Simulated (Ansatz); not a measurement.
# BP (rocksalt type): the cost of one run

Computed with Ansatz 0.2.0 (DFT PBEsol, with the methods named in each step, unless a step's input says otherwise).

### Step 1. The starting structure

It takes space group Fm-3m (No. 225, cubic). Conventional cell: a = 4.290 Å, b = 4.290 Å, c = 4.290 Å, α = 90.00°, β = 90.00°, γ = 90.00°. Around B (site symmetry m-3m) lie 6 P at 2.14 Å. P (site symmetry m-3m) has 6 B at 2.14 Å as nearest neighbours.

Structure file:

```
CELL_PARAMETERS angstrom
0.00000 2.14495 2.14495
2.14495 0.00000 2.14495
2.14495 2.14495 0.00000
ATOMIC_POSITIONS crystal
B 0.00000 0.00000 0.00000
P 0.50000 0.50000 0.50000
```

Whether this phase is the stable one at these pressures isn't tested.

Atoms are numbered in the order of the input: B1, P2.

### Step 2. The reference volume, LAPW

File input.yaml:

```yaml
crystal:
  lattice:
    - [0.0, 2.1449541079, 2.1449541079]
    - [2.1449541079, 0.0, 2.1449541079]
    - [2.1449541079, 2.1449541079, 0.0]
  atoms:
    - { symbol: B, position: [0.0, 0.0, 0.0] }
    - { symbol: P, position: [0.5, 0.5, 0.5] }
kpoints:
  mp_grid: { grid: [15, 15, 15] }
  band_path:
    path:
      - [0.0, 0.0, 0.0]
      - [0.5, 0.0, 0.5]
      - [0.625, 0.25, 0.625]
      - [0.375, 0.375, 0.75]
      - [0.0, 0.0, 0.0]
      - [0.5, 0.5, 0.5]
      - [0.5, 0.25, 0.75]
      - [0.5, 0.0, 0.5]
    npoints: 14
scf:
  occupations: { method: fermi_dirac, width: 0.1 }
hamiltonian:
  xc: pbesol
  pseudopotentials: { kind: all_electron, lapw: { basis_error: 0.001 } }
output:
  forces: true
  stress: true
  eigenvalues: true
  populations: true
  dos: { projected: true, de: 0.2, e_range: [-14, 8] }
```

Launch:

```bash
$ ansatz run input.yaml --threads 1 --pin off --max-ram 2048MiB --backend cpu --events-out ev --progress --plain --runs-dir out
```

What time and memory should one allow on 1 thread of Intel Xeon Platinum 8488C (Sapphire Rapids), shared host?

About 6.8 s, with a peak of 0.32 GiB.
